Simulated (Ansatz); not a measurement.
## Cu (Fm-3m), a film clamped to a substrate

The calculation used DFT PBE, scalar-relativistic, plane waves, PAW in Ansatz 0.2.0. Cutoff 420 eV, Γ-centred 28×28×28 k-points, Gaussian smearing of 0.15 eV. No spin polarisation. Energies are free energies at this smearing, counted from the undisturbed cell; pressure is positive in compression.

Zero of the scan (relaxed at this level):

```
Cu
1.0
     0.00000    1.81487    1.81487
     1.81487    0.00000    1.81487
     1.81487    1.81487    0.00000
Cu
1
Cartesian
  0.0000 0.0000 0.0000
```

The cell (1 atom, V0 = 11.96 Å³) is strained by p along both x and y and by q along z, fractional coordinates fixed. τp = (1/V0) ∂E/∂p = (σxx + σyy)(1 + p)(1 + q) and τq = (1/V0) ∂E/∂q = σzz(1 + p)², with tension positive.

```csv
p,q,ΔE (meV/atom),τp (GPa),τq (GPa)
0.000,0.000,0.00,0.05,0.03
-0.025,0.000,15.20,-17.04,-6.51
0.025,0.000,13.05,13.37,5.68
0.000,-0.025,4.34,-6.48,-4.75
0.000,0.025,4.09,5.69,4.27
```

Q: Get the second derivatives of the energy density.

A: Central differences give A = ∂τp/∂p = 608 GPa (C11 + C22 + 2 C12), C = ∂τq/∂q = 180 GPa (C33) and the cross term B = ∂τq/∂p = 244 GPa (C13 + C23); ∂τp/∂q = 243 GPa must equal B, and any difference shows higher-order terms. The ions are clamped. In a cubic crystal C11 = C = 180, C12 = B/2 = 122 GPa and A should be 2(C11 + C12) = 605 GPa; the bulk modulus is (C11 + 2 C12)/3 = 141 GPa.

Q: A film of this crystal grows with z along the normal on a substrate that imposes p. How does its thickness respond, and what does the misfit cost?

A: Count p and q from the stress-free cell. A free surface needs τq = 0, so q = −(B/C) p = -1.35 p. The energy density left is (A − B²/C) p²/2 = M p², with the biaxial modulus M = 140 GPa; a misfit of 1 % costs 1.04 meV/atom, against 2.27 meV/atom if the thickness were held.

In a metal these slopes depend on the k mesh and the smearing.

Letting the thickness relax cuts the cost of a 1 % misfit from 2.27 to 1.04 meV/atom, because it turns much of the volume change into a change of shape. Copper resists the former more strongly: its delocalised sp electrons and filled d shell give bonding with little directional character, so C12 (122 GPa) is a large fraction of C11 (180 GPa) and the tetragonal shear is soft. The response q = -1.35 p still falls short of conserving volume, so a film under in-plane tension remains slightly dilated. Clamping the ions costs nothing here, since with one atom per primitive cell a homogeneous strain leaves no internal displacement to relax. At fixed thickness, in-plane compression costs more than equal tension (15.20 against 13.05 meV/atom), as expected from the steep short-range repulsion; the quadratic misfit energy misses this asymmetry. The modulus applies to a (001) film, and the common (111) texture would also need C44, which these strains don't probe.
